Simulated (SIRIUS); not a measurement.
**Ag: equation of state with PBE**

Crystal: Ag.

```
Ag
1.0
    -1.65565    1.65565    1.65565
     1.65565   -1.65565    1.65565
     1.65565    1.65565   -1.65565
Ag
1
Direct
  0.00000 0.00000 0.00000
```

This isn't the form of Ag at room conditions, which is fcc.

- Program: SIRIUS 7.12.0
- Task: equation of state
- Functional: PBE
- Potentials or basis: PseudoDojo 0.4.1 PBE standard (scalar relativistic)
- Cutoff: 1127 eV
- Density cutoff: 4507 eV
- k mesh: 11 × 11 × 11
- Occupations: fermi-dirac, width 0.05 eV
- Spin: no spin polarisation
- Libxc names: ["XC_GGA_X_PBE", "XC_GGA_C_PBE"]
- Radial cutoff for the potentials' integrals: 6.5 bohr

| Item | Value |
| --- | --- |
| Equilibrium volume | 17.98 Å³/atom |
| Bulk modulus | 90 GPa |
| Pressure derivative of the bulk modulus | 5.7 |

Energy against volume, from the lowest point:
```tsv
volume (Å³/atom)	energy (meV/atom)
17.065	14.31
17.428	4.68
17.791	0.12
18.154	0.00
18.517	3.76
18.880	10.92
19.243	21.02
```

All runs of the series together: 5.9 min on 1 thread of Intel(R) Xeon(R) Platinum 8259CL CPU @ 2.50GHz (Skylake/Cascade Lake), with other jobs on the host.
